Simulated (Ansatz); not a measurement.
# TiTe2: the cost of one run

Method: DFT PBE, scalar-relativistic, plane waves, PAW, in Ansatz 0.2.0.

### 1 Starting point

Symmetry: P2/m, No. 10, monoclinic system. The conventional cell has a = 2.708 Å, b = 6.270 Å, c = 4.790 Å, α = 90.00°, β = 93.77°, γ = 90.00°. Ti (site symmetry 2/m) has 4 Te at 2.67 to 2.83 Å and 2 Ti at 2.71 Å as nearest neighbours. Te (site symmetry 2/m) is surrounded by 2 Te at 2.71 Å. Te (site symmetry 2/m) is surrounded by 4 Ti at 2.67 to 2.83 Å and 2 Te at 2.71 Å.

Structure file:

```xyz
3
Lattice="2.7081 0.0000 0.0000 0.0000 6.2697 0.0000 -0.3148 0.0000 4.7792" Properties=species:S:1:pos:R:3 pbc="T T T"
Ti    1.1967    0.0000    2.3896
Te    0.0000    3.1349    0.0000
Te    0.0000    0.0000    0.0000
```

The cell is invented: random cell by space group and Wyckoff sites (P2/m, No. 10). Lengths come from tabulated atomic sizes and are only a guess.

### 2 A first look at the guess

File input.yaml:

```yaml
crystal:
  lattice:
    - [2.70809034, 0.0, 0.0]
    - [0.0, 6.26971432, 0.0]
    - [-0.31478759, 0.0, 4.77924693]
  atoms:
    - { symbol: Ti, position: [0.5, 0.0, 0.5] }
    - { symbol: Te, position: [0.0, 0.5, 0.0] }
    - { symbol: Te, position: [0.0, 0.0, 0.0] }
basis:
  ecutwfc: 420
kpoints:
  mp_grid: { grid: [6, 4, 4] }
hamiltonian:
  xc: pbe
scf:
  occupations: { method: gaussian, width: 0.1 }
  lower_state_search: "off"
output:
  forces: true
  stress: true
  eigenvalues: true
```

Started as:

```bash
> ansatz run input.yaml --threads 1 --pin off --max-ram 2560MiB --backend cpu --events-out ev --progress --plain --runs-dir out
```

**Question.** How long does this run take on 1 thread of Intel Xeon 6975P-C (Granite Rapids), shared host, and how much memory does it need?

About 3 s, with a peak of 0.44 GiB.
